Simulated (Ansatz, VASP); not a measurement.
# TaN in VASP and in Ansatz

```xyz
2
Lattice="2.9380 0.0000 0.0000 -1.4690 2.5444 0.0000 0.0000 0.0000 2.8830" Properties=species:S:1:pos:R:3 pbc="T T T"
Ta    0.0000    1.6963    1.4415
N     0.0000    0.0000    0.0000
```

Alike in both runs: task relaxation of cell and atoms; functional PBEsol; k mesh 18 × 18 × 14; occupations gaussian, width 0.1 eV; no spin polarisation.

|  | VASP | Ansatz |
| --- | --- | --- |
| version | VASP 6.6.1 | Ansatz 0.2.0 |
| potentials or method | VASP PAW PBE potentials, release 64 (Ta_pv, N) | scalar-relativistic, plane waves, PAW |
| plane-wave cutoff (eV) | 600 | 420 |
| valence electrons in the cell | 16 | 18 |

Ansatz gave:

| Item | Value |
| --- | --- |
| gap on the k mesh at the Fermi level, each at its own relaxed structure (eV) | none |
| relaxed volume (Å³/atom) | 10.63 |
| relaxed cell length with the largest relative difference (Å) | 2.871 |
| energy change over the relaxation (meV/atom) | -2 |

Question: What did VASP give for the same quantities?

Answer: gap on the k mesh at the Fermi level, each at its own relaxed structure (eV): none; relaxed volume (Å³/atom): 10.65; relaxed cell length with the largest relative difference (Å): 2.873; energy change over the relaxation (meV/atom): -2.

A gap of «none» marks a metal or a gap that the smearing closes. The two sets of potentials don't hold the same shells in valence.

Caveats: the PAW data sets were made with another functional, which shifts forces and pressure a little (VASP). Spin-orbit coupling is left out, which matters for the levels of Ta.
